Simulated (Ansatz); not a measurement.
CdS: all-electron results

```
Cd S
1.0
     0.00000    2.91000    2.91000
     2.91000    0.00000    2.91000
     2.91000    2.91000    0.00000
Cd S
1 1
Direct
  0.00000 0.00000 0.00000
  0.75000 0.75000 0.75000
```

Atom numbers follow the list: Cd1, S2.

The cell is COD entry 1011260, as deposited and not checked against the literature; nothing was relaxed. It is an old determination, and later ones may differ.

All numbers are computed: DFT, PBE, all-electron LAPW, scalar-relativistic (Ansatz 0.2.0); DFT, PBE, PAW with Ansatz's default frozen-core files, scalar-relativistic (Ansatz 0.2.0).

For LAPW: a Γ-centred 9×9×9 k mesh, Fermi–Dirac smearing of 0.03 eV, basis error target 0.5 meV/atom, no spin polarisation. PAW takes a cutoff of 420 eV at this cell. The Ansatz runs share mesh, smearing and spin set-up. Values come from LAPW unless marked.

```json
{
 "Band gap": "1.16 eV, direct at Γ",
 "Pressure at this cell": "3.33 GPa",
 "Volume per atom": "24.64 Å³"
}
```

**Question.** Give the computed value. Bader charges (from the PAW run).

**Answer.** Cd1 +0.85, S2 -0.85 e.

**Question.** Predict this quantity. Löwdin charges (with 0.19 e of the cell spilling out of the atomic basis, so their sizes and signs hang on that basis).

**Answer.** Cd1 1.28, S2 -1.09 e.
